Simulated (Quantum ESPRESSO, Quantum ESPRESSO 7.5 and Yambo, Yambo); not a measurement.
**A GW chain in Yambo: CaO (Lime)**

How does a plane-wave GW calculation on CaO (Lime) run from the first input to the gap?

Method: PBE and many-body steps on it, plane waves, in Quantum ESPRESSO 7.5 and Yambo 5.3.0.

### 1. The structure

It takes space group Fm-3m (No. 225, cubic). Conventional cell: a = 4.813 Å, b = 4.813 Å, c = 4.813 Å, α = 90.00°, β = 90.00°, γ = 90.00°. Ca has 6 O at 2.41 Å nearest. O has 6 Ca at 2.41 Å nearest. Farther neighbours and most contacts between anions are not listed.

The cell and positions come from the Crystallography Open Database and are kept as given unless a step says otherwise.

### 2. Ground state

This step: Quantum ESPRESSO 7.5; DFT, PBE, plane waves, norm-conserving pseudopotentials.

The ground-state density comes first.

pw.in

```
&control
  calculation = 'scf'
  prefix = 'x'
  outdir = 'o'
  pseudo_dir = 'pseudo'
/
&system
  ibrav = 0
  nat = 2
  ntyp = 2
  ecutwfc = 72.0
  nbnd = 13
  force_symmorphic = .true.
/
&electrons
  conv_thr = 1e-10
  electron_maxstep = 80
  mixing_beta = 0.5
/
ATOMIC_SPECIES
  Ca 40.078 Ca.upf
  O 15.999 O.upf
CELL_PARAMETERS angstrom
  -0.0000000000 2.4065000000 2.4065000000
  2.4065000000 -0.0000000000 2.4065000000
  2.4065000000 2.4065000000 -0.0000000000
ATOMIC_POSITIONS crystal
  Ca 0.0000000000 0.0000000000 0.0000000000
  O 0.5000000000 0.5000000000 0.5000000000
K_POINTS automatic
  8 8 8 0 0 0
```

Launch:

```
$ OMP_NUM_THREADS=1 mpirun -n 4 pw.x -nk 4 -in pw.in > pw.out
```

The program printed:

```text
Program PWSCF v.7.5 starts

     This program is part of the open-source Quantum ESPRESSO suite
     for quantum simulation of materials; please cite
         "P. Giannozzi et al., J. Phys.:Condens. Matter 21 395502 (2009);
         "P. Giannozzi et al., J. Phys.:Condens. Matter 29 465901 (2017);
         "P. Giannozzi et al., J. Chem. Phys. 152 154105 (2020);
     in publications or presentations arising from this work. More details at
     Message from routine setup:
     using ibrav=0 with symmetry is DISCOURAGED, use correct ibrav instead

     G-vector sticks info

     bravais-lattice index     =            0
     lattice parameter (alat)  =       6.4313  a.u.
     unit-cell volume          =     188.0980 (a.u.)^3
     number of atoms/cell      =            2
     number of atomic types    =            2
     number of electrons       =        16.00
     number of Kohn-Sham states=           13
     kinetic-energy cutoff     =      72.0000  Ry
     charge density cutoff     =     288.0000  Ry
     scf convergence threshold =      1.0E-10
     mixing beta               =       0.5000
     number of iterations used =            8  plain     mixing
     Exchange-correlation= PBE
                           (   1   4   3   4   0   0   0)

     celldm(1)=   6.431314  celldm(2)=   0.000000  celldm(3)=   0.000000
     celldm(4)=   0.000000  celldm(5)=   0.000000  celldm(6)=   0.000000

     crystal axes: (cart. coord. in units of alat)
               a(1) = (  -0.000000   0.707107   0.707107 )
               a(2) = (   0.707107  -0.000000   0.707107 )
               a(3) = (   0.707107   0.707107  -0.000000 )

     reciprocal axes: (cart. coord. in units 2 pi/alat)
               b(1) = ( -0.707107  0.707107  0.707107 )
               b(2) = (  0.707107 -0.707107  0.707107 )
               b(3) = (  0.707107  0.707107 -0.707107 )
     Pseudo is Norm-conserving + core correction, Zval = 10.0
     Generated using ONCVPSP code by D. R. Hamann
     Using radial grid of 1766 points,  6 beta functions with:
     Pseudo is Norm-conserving + core correction, Zval =  6.0
     Generated using ONCVPSP code by D. R. Hamann
     Using radial grid of  936 points,  5 beta functions with:
     Ca               10.00    40.07800     Ca( 1.00)
     O                 6.00    15.99900     O ( 1.00)

     48 Sym. Ops., with inversion, found

   Cartesian axes

     site n.     atom                  positions (alat units)
         1        Ca     tau(   1) = (   0.0000000   0.0000000   0.0000000  )
         2        O      tau(   2) = (   0.7071068   0.7071068   0.7071068  )

     number of k points=    29
                       cart. coord. in units 2pi/alat
        k(    1) = (   0.0000000   0.0000000   0.0000000), wk =   0.0039062
        k(    2) = (   0.0883883   0.0883883  -0.0883883), wk =   0.0312500
        k(    3) = (   0.1767767   0.1767767  -0.1767767), wk =   0.0312500
        k(    4) = (   0.2651650   0.2651650  -0.2651650), wk =   0.0312500
        k(    5) = (  -0.3535534  -0.3535534   0.3535534), wk =   0.0156250
        k(    6) = (   0.1767767   0.0000000   0.0000000), wk =   0.0234375
        k(    7) = (   0.2651650   0.0883883  -0.0883883), wk =   0.0937500
        k(    8) = (   0.3535534   0.1767767  -0.1767767), wk =   0.0937500
        k(    9) = (  -0.2651650  -0.4419417   0.4419417), wk =   0.0937500
        k(   10) = (  -0.1767767  -0.3535534   0.3535534), wk =   0.0937500
     [... 17 further rows ...]
        k(   28) = (  -0.7071068   0.1767767  -0.0000000), wk =   0.0468750
        k(   29) = (  -0.7071068   0.3535534   0.0000000), wk =   0.0234375

     Dense  grid:    15593 G-vectors     FFT dimensions: (  36,  36,  36)

     Initial potential from superposition of free atoms

     starting charge      15.9951, renormalised to      16.0000
     Starting wfcs are    9 randomized atomic wfcs +    4 random wfcs

     per-process dynamical memory:    17.0 Mb

     Self-consistent Calculation

     iteration #  1     ecut=    72.00 Ry     beta= 0.50

     total energy              =    -110.59628114 Ry
     estimated scf accuracy    <       0.48145822 Ry

     iteration #  2     ecut=    72.00 Ry     beta= 0.50

     total energy              =    -110.71699891 Ry
     estimated scf accuracy    <       0.28800116 Ry

     iteration #  3     ecut=    72.00 Ry     beta= 0.50

     total energy              =    -110.77269322 Ry
     estimated scf accuracy    <       0.00692503 Ry

     iteration #  4     ecut=    72.00 Ry     beta= 0.50

     total energy              =    -110.77376512 Ry
     estimated scf accuracy    <       0.00027714 Ry

     iteration #  5     ecut=    72.00 Ry     beta= 0.50

     total energy              =    -110.77380243 Ry
     estimated scf accuracy    <       0.00003046 Ry

     iteration #  6     ecut=    72.00 Ry     beta= 0.50

     total energy              =    -110.77380864 Ry
     estimated scf accuracy    <       0.00000819 Ry

     iteration #  7     ecut=    72.00 Ry     beta= 0.50

     total energy              =    -110.77380992 Ry
     estimated scf accuracy    <       0.00000005 Ry

     iteration #  8     ecut=    72.00 Ry     beta= 0.50

     total energy              =    -110.77380995 Ry
     estimated scf accuracy    <       0.00000001 Ry

     iteration #  9     ecut=    72.00 Ry     beta= 0.50

     total energy              =    -110.77380995 Ry
     estimated scf accuracy    <          5.0E-10 Ry

     iteration # 10     ecut=    72.00 Ry     beta= 0.50

     End of self-consistent calculation

          k = 0.0000 0.0000 0.0000 (  1917 PWs)   bands (ev):

   -29.9286 -10.6890 -10.6890 -10.6890  -7.7191   7.7452   7.7452   7.7452
    12.4596  13.9727  13.9727  13.9727  15.4630

          k = 0.0884 0.0884-0.0884 (  1946 PWs)   bands (ev):

   -29.9141 -10.8910 -10.6968 -10.6968  -7.5069   7.2177   7.5389   7.5389
    13.1379  13.9317  14.2334  14.2334  15.8247

          k = 0.1768 0.1768-0.1768 (  1949 PWs)   bands (ev):

   -29.8789 -11.2997 -10.7156 -10.7156  -7.0718   6.2299   7.0969   7.0969
    13.9975  14.5872  14.9173  14.9173  16.6964

          k = 0.2652 0.2652-0.2652 (  1925 PWs)   bands (ev):

     [... further k-points ...]

     highest occupied, lowest unoccupied level (ev):     7.7452   11.4075

!    total energy              =    -110.77380995 Ry
     estimated scf accuracy    <          9.8E-11 Ry

     The total energy is the sum of the following terms:
     one-electron contribution =     -25.33958327 Ry
     hartree contribution      =      20.74048530 Ry
     xc contribution           =     -23.24031921 Ry
     ewald contribution        =     -82.93439277 Ry

     convergence has been achieved in  10 iterations

     XML data file, charge density, pseudopotentials, collected wavefunctions

=------------------------------------------------------------------------------=
   JOB DONE.
=------------------------------------------------------------------------------=
```

The job ended after 3.9 s (4 MPI ranks of Arm Neoverse V2, shared host; peak memory 0.2 GiB; 15 s of CPU time).

This step gave:

```yaml
total_energy: -1507.1545 eV
gap: 3.662 eV
k_of_the_valence_top: 0, 0, 0
k_of_the_conduction_bottom: 0, -0.5, -0.5
least_direct_gap: 4.037 eV
```

The gap is indirect, with the least direct gap 0.37 eV higher.

### 3. Bands along the symmetry lines

Levels along a band path, at the cheap level, show where the edges lie and whether the meshes to come will hold them.

pw.in

```
&control
  calculation = 'bands'
  prefix = 'x'
  outdir = 'o'
  pseudo_dir = 'pseudo'
/
&system
  ibrav = 0
  nat = 2
  ntyp = 2
  ecutwfc = 72.0
  nbnd = 14
  force_symmorphic = .true.
/
&electrons
  conv_thr = 1e-9
  electron_maxstep = 80
  diago_full_acc = .true.
  diago_thr_init = 5e-6
/
ATOMIC_SPECIES
  Ca 40.078 Ca.upf
  O 15.999 O.upf
CELL_PARAMETERS angstrom
  -0.0000000000 2.4065000000 2.4065000000
  2.4065000000 -0.0000000000 2.4065000000
  2.4065000000 2.4065000000 -0.0000000000
ATOMIC_POSITIONS crystal
  Ca 0.0000000000 0.0000000000 0.0000000000
  O 0.5000000000 0.5000000000 0.5000000000
K_POINTS crystal
  50
  0.00000000 0.00000000 0.00000000 1
  0.06250000 0.00000000 0.06250000 1
  0.12500000 0.00000000 0.12500000 1
  0.18750000 0.00000000 0.18750000 1
  0.25000000 0.00000000 0.25000000 1
  0.31250000 0.00000000 0.31250000 1
  0.37500000 0.00000000 0.37500000 1
  0.43750000 0.00000000 0.43750000 1
  0.50000000 0.00000000 0.50000000 1
  0.51562500 0.03125000 0.51562500 1
  0.53125000 0.06250000 0.53125000 1
  0.54687500 0.09375000 0.54687500 1
  0.56250000 0.12500000 0.56250000 1
  0.57812500 0.15625000 0.57812500 1
  0.59375000 0.18750000 0.59375000 1
  0.60937500 0.21875000 0.60937500 1
  0.62500000 0.25000000 0.62500000 1
  0.37500000 0.37500000 0.75000000 1
  0.32812500 0.32812500 0.65625000 1
  0.28125000 0.28125000 0.56250000 1
  0.23437500 0.23437500 0.46875000 1
  0.18750000 0.18750000 0.37500000 1
  0.14062500 0.14062500 0.28125000 1
  0.09375000 0.09375000 0.18750000 1
  0.04687500 0.04687500 0.09375000 1
  0.00000000 0.00000000 0.00000000 1
  0.06250000 0.06250000 0.06250000 1
  0.12500000 0.12500000 0.12500000 1
  0.18750000 0.18750000 0.18750000 1
  0.25000000 0.25000000 0.25000000 1
  0.31250000 0.31250000 0.31250000 1
  0.37500000 0.37500000 0.37500000 1
  0.43750000 0.43750000 0.43750000 1
  0.50000000 0.50000000 0.50000000 1
  0.50000000 0.46875000 0.53125000 1
  0.50000000 0.43750000 0.56250000 1
  0.50000000 0.40625000 0.59375000 1
  0.50000000 0.37500000 0.62500000 1
  0.50000000 0.34375000 0.65625000 1
  0.50000000 0.31250000 0.68750000 1
  0.50000000 0.28125000 0.71875000 1
  0.50000000 0.25000000 0.75000000 1
  0.50000000 0.21875000 0.71875000 1
  0.50000000 0.18750000 0.68750000 1
  0.50000000 0.15625000 0.65625000 1
  0.50000000 0.12500000 0.62500000 1
  0.50000000 0.09375000 0.59375000 1
  0.50000000 0.06250000 0.56250000 1
  0.50000000 0.03125000 0.53125000 1
  0.50000000 0.00000000 0.50000000 1
```

The program printed:

```text
[banner, memory and clock lines left out]
Program PWSCF v.7.5 starts

     Atomic positions and unit cell read from directory:
     o/x.save/

     Message from routine setup:
     using ibrav=0 with symmetry is DISCOURAGED, use correct ibrav instead

     G-vector sticks info

     bravais-lattice index     =            0
     lattice parameter (alat)  =       6.4313  a.u.
     unit-cell volume          =     188.0980 (a.u.)^3
     number of atoms/cell      =            2
     number of atomic types    =            2
     number of electrons       =        16.00
     number of Kohn-Sham states=           14
     kinetic-energy cutoff     =      72.0000  Ry
     charge density cutoff     =     288.0000  Ry
     Exchange-correlation= PBE
                           (   1   4   3   4   0   0   0)

     celldm(1)=   6.431314  celldm(2)=   0.000000  celldm(3)=   0.000000
     celldm(4)=   0.000000  celldm(5)=   0.000000  celldm(6)=   0.000000

     crystal axes: (cart. coord. in units of alat)
               a(1) = (  -0.000000   0.707107   0.707107 )
               a(2) = (   0.707107  -0.000000   0.707107 )
               a(3) = (   0.707107   0.707107  -0.000000 )

     reciprocal axes: (cart. coord. in units 2 pi/alat)
               b(1) = ( -0.707107  0.707107  0.707107 )
               b(2) = (  0.707107 -0.707107  0.707107 )
               b(3) = (  0.707107  0.707107 -0.707107 )
     Pseudo is Norm-conserving + core correction, Zval = 10.0
     Generated using ONCVPSP code by D. R. Hamann
     Using radial grid of 1766 points,  6 beta functions with:
     Pseudo is Norm-conserving + core correction, Zval =  6.0
     Generated using ONCVPSP code by D. R. Hamann
     Using radial grid of  936 points,  5 beta functions with:
     Ca               10.00    40.07800     Ca( 1.00)
     O                 6.00    15.99900     O ( 1.00)

     48 Sym. Ops., with inversion, found

   Cartesian axes

     site n.     atom                  positions (alat units)
         1        Ca     tau(   1) = (   0.0000000   0.0000000   0.0000000  )
         2        O      tau(   2) = (   0.7071068   0.7071068   0.7071068  )

     number of k points=    50
                       cart. coord. in units 2pi/alat
        k(    1) = (   0.0000000   0.0000000   0.0000000), wk =   0.0400000
        k(    2) = (   0.0000000   0.0883883   0.0000000), wk =   0.0400000
        k(    3) = (   0.0000000   0.1767767   0.0000000), wk =   0.0400000
[...]
[... 38 further rows ...]
        k(   49) = (   0.0441942   0.7071068   0.0000000), wk =   0.0400000
        k(   50) = (   0.0000000   0.7071068   0.0000000), wk =   0.0400000

     Dense  grid:    15593 G-vectors     FFT dimensions: (  36,  36,  36)

     The potential is recalculated from file :
     o/x.save/charge-density

     Starting wfcs are    9 randomized atomic wfcs +    5 random wfcs

     Band Structure Calculation

     End of band structure calculation

          k = 0.0000 0.0000 0.0000 (  1917 PWs)   bands (ev):

   -29.9285 -10.6889 -10.6889 -10.6889  -7.7192   7.7451   7.7451   7.7451
    12.4596  13.9727  13.9727  13.9727  15.4631  15.4631

          k = 0.0000 0.0884 0.0000 (  1933 PWs)   bands (ev):

   -29.9235 -10.7494 -10.6974 -10.6974  -7.6447   7.4850   7.7112   7.7112
    12.6935  13.8286  14.1214  14.1214  15.5018  15.6765

          k = 0.0000 0.1768 0.0000 (  1949 PWs)   bands (ev):

   -29.9092 -10.8953 -10.7216 -10.7216  -7.4699   6.9250   7.6270   7.6270
    13.2037  13.4527  14.5343  14.5343  15.6140  16.2639

          k = 0.0000 0.2652-0.0000 (  1952 PWs)   bands (ev):

[...]
k =-0.0000 0.4419 0.0000 (  1956 PWs)   bands (ev):

[...]
k = 0.0000 0.5303-0.0000 (  1956 PWs)   bands (ev):

[...]
k = 0.0000 0.6187-0.0000 (  1952 PWs)   bands (ev):

[...]
k = 0.2210 0.7071-0.0000 (  1936 PWs)   bands (ev):

[...]
k = 0.1326 0.7071-0.0000 (  1948 PWs)   bands (ev):

[...]
k = 0.0442 0.7071 0.0000 (  1956 PWs)   bands (ev):

   -29.7987 -11.2738 -10.9194 -10.9152  -7.4688   6.4483   7.3334   7.3484
    11.4647  15.7931  16.6468  17.1292  17.2420  19.0693

          k = 0.0000 0.7071 0.0000 (  1964 PWs)   bands (ev):

   -29.7987 -11.2772 -10.9116 -10.9116  -7.4834   6.4456   7.3706   7.3706
    11.4076  15.7678  16.6137  17.2418  17.2418  18.9650

     XML data file, pseudopotentials, collected wavefunctions
```

Wall time 2.8 s (4 MPI ranks); peak memory 0.18 GiB.

Numbers from this step:

```
gap                        : 3.662 eV
k of the valence top       : 0, 0, 0
k of the conduction bottom : 0.5, 0, 0.5
least direct gap           : 4.037 eV
```

The gap is 3.662 eV, as in the run before at this level.

The electronic bands at the labelled points (eV, zero at the top of the highest filled band; v1 is the highest filled band, c1 the lowest empty one):

```csv
point,v4,v3,v2,v1,c1,c2,c3,c4
Γ,-15.46,0.00,0.00,0.00,4.71,6.23,6.23,6.23
halfway,-14.95,-1.66,-0.30,-0.30,4.72,6.60,8.04,8.04
X,-15.23,-1.30,-0.37,-0.37,3.66,8.02,8.87,9.50
halfway,-15.12,-1.28,-0.69,-0.50,4.09,8.21,8.91,9.12
U,-14.87,-1.32,-1.20,-0.77,5.14,7.97,8.54,9.02
jump to K,-14.87,-1.32,-1.20,-0.77,5.14,7.97,8.54,9.02
halfway,-14.71,-1.79,-0.92,-0.55,6.10,7.02,7.20,8.02
Γ,-15.46,0.00,0.00,0.00,4.71,6.23,6.23,6.23
halfway,-14.82,-1.52,-0.65,-0.65,6.25,6.84,7.17,7.17
L,-14.30,-2.61,-1.18,-1.18,7.03,8.33,8.33,8.49
halfway,-14.58,-2.03,-1.11,-1.04,6.74,6.82,8.73,8.91
W,-14.86,-1.27,-1.05,-1.05,6.31,6.31,8.36,9.50
halfway,-15.04,-1.25,-0.84,-0.66,4.49,8.25,8.28,9.38
X,-15.23,-1.30,-0.37,-0.37,3.66,8.02,8.87,9.50
```

The electronic bands as a text plot (rows in eV, shown from -8.0 to 7.7 only):

```
    7.4 |+   +  +++        +  +++++   ++    +++     ++      +
    6.7 |  ++ ++            ++  +++++    ++++++++++++++++  +
    6.1 |++  +             +  +++++++++++++++            +++
    5.4 |  +++            +        ++    ++                 +
    4.8 |++   ++         +           ++++                    +
    4.1 |       +++    ++                                     ++
    3.5 |          ++++                                         +
    2.8 |
    2.2 |
    1.5 |
    0.8 |
    0.2 |****                        ****
   -0.5 | *  **************   ********  *****                ****
   -1.1 |  ***     ****************        * ********************
   -1.8 |     *****        ******           ***       ***
   -2.4 |                                      *******
   -3.1 |
   -3.7 |
   -4.4 |
   -5.1 |
   -5.7 |
   -6.4 |
   -7.0 |
   -7.7 |
         Γ           X  U|K            Γ         L        W     X
```

[end of part 1 of 2]

[Paths, hosts, dates, memory and timing lines, banners, echoed tables and standing remarks are left out of the program output.]

[Logs are printed without paths, hosts, clocks, repeated set-up lines and the standing remarks that a program may print on its own settings, such as how far it seeks lower states.]

[Runs of the session that timed out or met a known fault of the program may be left out.]

[Hosts, paths, dates, database ids (printed as entryN), source tags and the programs' standing remarks are cut or masked in the printed files.]
